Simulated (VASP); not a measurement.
A run of VASP 6.6.1 is set up as follows.

INCAR

```
SYSTEM = Sb
ALGO = Fast
EDIFF = 1E-7
EDIFFG = -0.002
ENCUT = 350
GGA = PE
IBRION = 2
ISIF = 3
ISMEAR = 0
IVDW = 12
LASPH = .TRUE.
LCHARG = .FALSE.
LREAL = .FALSE.
LWAVE = .FALSE.
NELM = 100
NSW = 80
PREC = Accurate
SIGMA = 0.02
```

Contents of KPOINTS:

```
k-points
0
G
  9 9 9
  0 0 0
```

The input POSCAR:

```
Sb
1.0
    2.1542000000      1.2437279500      3.7580000000
   -2.1542000000      1.2437279500      3.7580000000
    0.0000000000     -2.4874559000      3.7580000000
Sb
2
Direct
    0.2334900000      0.2334900000      0.2334900000
    0.7665100000      0.7665100000      0.7665100000
```

Potentials or basis: VASP PAW PBE potentials, release 64 (Sb).

The run is started by

```console
$ cat potpaw_PBE.64/Sb/POTCAR > POTCAR
$ mpirun -np 1 vasp_std > vasp.out
```

Estimate the dispersion energy per atom.

-0.478 eV.

Predict the band gap on the k mesh.

0.05 eV, indirect (least direct gap 0.44 eV).

Predict the relaxed cell.

a = 4.451 Å, b = 4.451 Å, c = 4.451 Å, α = 58.15°, β = 58.15°, γ = 58.15°.

Final structure:
```yaml
crystal:
  lattice:
    - [2.16303, 1.24882, 3.68396]
    - [-2.16303, 1.24882, 3.68396]
    - [0.00000, -2.49765, 3.68396]
  atoms:
    - { symbol: Sb, position: [0.23613, 0.23613, 0.23613] }
    - { symbol: Sb, position: [0.76387, 0.76387, 0.76387] }
```

Caveat: spin-orbit coupling is left out, which moves the levels of the heavy elements; an odd mesh through Γ misses points on the zone boundary, where band edges often lie.
